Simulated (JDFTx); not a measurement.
## Nd: equation of state with PBE

The system is Nd.

```
CELL_PARAMETERS angstrom
-2.07547 2.07547 2.07547
2.07547 -2.07547 2.07547
2.07547 2.07547 -2.07547
ATOMIC_POSITIONS crystal
Nd 0.00000 0.00000 0.00000
```

This isn't the form of Nd at room conditions, which is double hcp.

| Property | Result |
| --- | --- |
| Program | JDFTx 1.7.0 (patched build) |
| Task | equation of state |
| Functional | PBE |
| Potentials or basis | PseudoDojo-SR-PBE-0.4 3+ lanthanide files with smoothed tails |
| Cutoff | 680 eV |
| Density cutoff | 2721 eV |
| k mesh | 9 × 9 × 9 |
| Occupations | fermi-dirac, width 0.05 eV |
| Spin | no spin polarisation |

```yaml
Equilibrium_volume: 35.33 Å³/atom
Bulk_modulus: 32 GPa
Pressure_derivative_of_the_bulk_modulus: 2.8
```

Energy against volume, from the lowest point:
```
volume (Å³/atom)  energy (meV/atom)
          33.615               8.72
          34.331               2.73
          35.046               0.00
          35.761               0.29
          36.476               3.40
          37.191               9.10
          37.907              17.18
```

Caveat: the 4f electrons are frozen in the core as for a trivalent ion, so they carry no moment and show no levels. Spin-orbit coupling is left out, which matters for the levels of Nd.
